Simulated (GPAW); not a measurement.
AlN, 4 atoms in the cell. Symmetry: P6_3mc, No. 186, hexagonal system. The conventional cell has a = 3.113 Å, b = 3.113 Å, c = 4.981 Å, α = 90.00°, β = 90.00°, γ = 120.00°. Al (site symmetry 3m) is surrounded by 4 N at 1.89 Å. N (site symmetry 3m) is surrounded by 4 Al at 1.89 Å. 

| Item | Value |
| --- | --- |
| Program | GPAW 26.7.0 |
| Task | equation of state |
| Functional | vdW-DF2 |
| Potentials or basis | GPAW PAW data sets (gpaw-data 1.2.1) |
| Cutoff | 800 eV |
| Basis | pw |
| k mesh | 7 × 7 × 4 |
| Occupations | fermi-dirac, width 0.05 eV |
| Spin | no spin polarisation |
| Maxiter | 150 |
| Eos scales | [0.94, 0.96, 0.98, 1.0, 1.02, 1.04, 1.06] |

Potentials or basis: GPAW PAW data sets (gpaw-data 1.2.1), pw.

The run is started by

```console
$ OMP_NUM_THREADS=1 python run.py
```

Hardware: 1 thread of AMD EPYC 9R14 (Zen 4), on a shared host.

**Question.** How long does it take, and how much memory?

**Answer.** It took 94 s on 1 thread of AMD EPYC 9R14 (Zen 4) (shared host), peak memory 0.32 GiB. Counts: scf iterations 75, plane waves 2028, bands 18, k points 28.
